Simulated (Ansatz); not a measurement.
La:

```
La
1.0
    -2.12383    2.12383    2.12383
     2.12383   -2.12383    2.12383
     2.12383    2.12383   -2.12383
La
1
Direct
  0.00000 0.00000 0.00000
```

This isn't the form of La at room conditions, which is double hcp.

Base run:

```yaml
Program: Ansatz 0.2.0
Functional: RPBE
Potentials_or_basis: all-electron LAPW, scalar-relativistic
Cutoff: 124 eV (chosen from the basis error)
Basis_error_allowed: 0.001 eV/atom
k_mesh: 9 × 9 × 9
Occupations: gaussian, width 0.1 eV
Spin: no spin polarisation
```

Its results: band gap on the k mesh none (metal or under the smearing width); pressure 0.7 GPa.

Question: The run is repeated on the same cell with these changes: functional from RPBE to LDA. What comes out?

Answer: Band gap on the k mesh none (metal or under the smearing width); pressure -3.8 GPa.

LDA binds more tightly than RPBE, so the same cell stands under less pressure.
